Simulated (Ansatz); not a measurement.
**Gd (sc type): a single-point run**

Wanted: a converged single-point run for Gd (sc type), and a check of what comes out.

Method: DFT, PBE, norm-conserving pseudopotentials, Ansatz's default files, scalar-relativistic (as first typed), in Ansatz 0.2.0.

2 further runs of the same task are left out: 2 that didn't finish. Runs told in other sessions of the task aren't counted.

## 1. The system as given

It takes space group Pm-3m (No. 221, cubic). The conventional cell has a = 3.136 Å, b = 3.136 Å, c = 3.136 Å, α = 90.00°, β = 90.00°, γ = 90.00°. Gd (site symmetry m-3m) has 6 Gd at 3.14 Å in its first shell of neighbours.

As a file:

```cif
data_structure
_symmetry_space_group_name_H-M 'P 1'
_symmetry_Int_Tables_number 1
_cell_length_a 3.1360
_cell_length_b 3.1360
_cell_length_c 3.1360
_cell_angle_alpha 90.000
_cell_angle_beta 90.000
_cell_angle_gamma 90.000
_cell_volume 30.84
loop_
_atom_site_label
_atom_site_type_symbol
_atom_site_fract_x
_atom_site_fract_y
_atom_site_fract_z
_atom_site_occupancy
Gd1 Gd 0.00000 0.00000 0.00000 1
```

## 2. Running it

Input file input.yaml:

```yaml
crystal:
  lattice:
    - [2.4700179031, 0.0, 0.0]
    - [0.0, 2.4700179031, 0.0]
    - [0.0, 0.0, 2.4700179031]
  atoms:
    - { symbol: Gd, position: [0.0, 0.0, 0.0], spin: 7.0 }
magnetization:
  spin_polarized: true
kpoints:
  mp_grid: { grid: [13, 13, 13] }
scf:
  occupations: { method: fermi_dirac, width: 0.08 }
hamiltonian:
  xc: pbe
  pseudopotentials: { kind: nc }
output:
  forces: true
  stress: true
  eigenvalues: true
```

Started as:

```console
$ ansatz run input.yaml --threads 1 --pin off --max-ram 3072MiB --backend cpu --events-out ev --progress --plain --runs-dir out
```

Q: Will this input give a usable result? If not, why, and what should change?

The run ended at the input check. Its message: «no pseudopotential record for Gd at <dir> Nothing was run.»

The structure is squeezed far below its natural size. The shortest distance in the input is 2.47 Å.

Fix: use the intended lattice or bond lengths.
